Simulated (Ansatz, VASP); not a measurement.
Two plane-wave programs on AlN

```
Al N
1.0
     0.00000    2.11728    2.11728
     2.11728    0.00000    2.11728
     2.11728    2.11728    0.00000
Al N
1 1
Direct
  0.00000 0.00000 0.00000
  0.75000 0.75000 0.75000
```

Alike in both runs: task single point; functional r2SCAN; k mesh 10 × 10 × 10; occupations gaussian, width 0.02 eV; no spin polarisation.

|  | VASP | Ansatz |
| --- | --- | --- |
| version | VASP 6.6.1 | Ansatz 0.2.0 |
| potentials or method | VASP PAW PBE potentials, release 64 (Al, N) | scalar-relativistic, plane waves, PAW |
| plane-wave cutoff (eV) | 520 | 500 |
| valence electrons in the cell | 8 | 8 |

VASP gave:

| Property | Result |
| --- | --- |
| gap on the k mesh at the Fermi level (eV) | 4.00 |
| least direct gap on the mesh (eV) | 5.79 |
| pressure (GPa) | 23.5 |

**Question.** Estimate Ansatz's values.

**Answer.** gap on the k mesh at the Fermi level (eV): 4.01; least direct gap on the mesh (eV): 5.75; pressure (GPa): 23.7.

Caveats: so large a pressure means that the cell lies far from this level's equilibrium, or that cutoff or potentials fall short (VASP); the potentials were made for another functional, which shifts forces and pressure (VASP). r2SCAN opens gaps a little over a GGA but as a rule still falls short of measured ones. A k mesh can miss the band edges.
